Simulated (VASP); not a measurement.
Sb: single point with PBE

Crystal: Sb.

```
CELL_PARAMETERS angstrom
-1.87134 1.87134 1.87134
1.87134 -1.87134 1.87134
1.87134 1.87134 -1.87134
ATOMIC_POSITIONS crystal
Sb 0.00000 0.00000 0.00000
```

This isn't the form of Sb at room conditions, which is rhombohedral.

| Item | Value |
| --- | --- |
| Program | VASP 6.6.1 |
| Task | single point |
| Functional | PBE |
| Potentials or basis | VASP PAW PBE potentials, release 64 (Sb) |
| Cutoff | 520 eV |
| k mesh | 10 × 10 × 10 |
| Occupations | fermi-dirac, width 0.05 eV |
| Spin | no spin polarisation |

```json
{
 "Pressure": "3.0 GPa",
 "Band gap on the k mesh": "none (metal or under the smearing width)"
}
```

Levels at points of the mesh, in eV from the Fermi level:
| k point | band 1 | band 2 | band 3 | band 4 | band 5 | band 6 | band 7 | band 8 |
| --- | --- | --- | --- | --- | --- | --- | --- | --- |
| (0.00, 0.00, 0.00) | -13.04 | 5.71 | 5.71 | 5.71 | 10.66 | 10.66 | 10.66 | 11.83 |
| (0.50, 0.00, 0.00) | -8.84 | -5.75 | 1.76 | 3.84 | 6.52 | 6.96 | 13.94 | 15.30 |
| (0.50, 0.50, 0.50) | -5.45 | -2.05 | -2.05 | -2.05 | 2.92 | 2.92 | 17.71 | 17.71 |

Run time: 4.3 s on 1 thread of Intel(R) Xeon(R) 6975P-C (Granite Rapids) (shared host), peak memory 0.13 GiB.

The run has no spin-orbit coupling, so splittings on Sb are missing.
